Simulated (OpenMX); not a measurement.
# Rh in OpenMX: the effect of dispersion

Crystal: Rh.

```
Rh
1.0
     2.73098    0.00000    0.00000
    -1.36549    2.36510    0.00000
     0.00000    0.00000    4.42849
Rh
2
Direct
  0.33333 0.66667 0.25000
  0.66667 0.33333 0.75000
```

This isn't the form of Rh at room conditions, which is fcc.

Alike in all runs:

```yaml
Program: OpenMX 3.8.5
Task: single point
Functional: PBE
Potentials_or_basis: OpenMX 2013 PBE set, Rh7.0-s3p2d2, grid cutoff 400 Ry
k_mesh: 9 × 9 × 5
Occupations: fermi-dirac, width 0.05 eV
Spin: no spin polarisation
```

```csv
dispersion,pressure (GPa)
none,2.2
D3,-5.4
D3(BJ),-5.1
D4,?
```

What does the run with dispersion D4 give?

Pressure -6.2 GPa.

Caveats: the basis of atomic orbitals isn't converged, which shifts pressures, moduli and gaps; pairwise dispersion overbinds metals, which lowers pressure and volume (some runs).
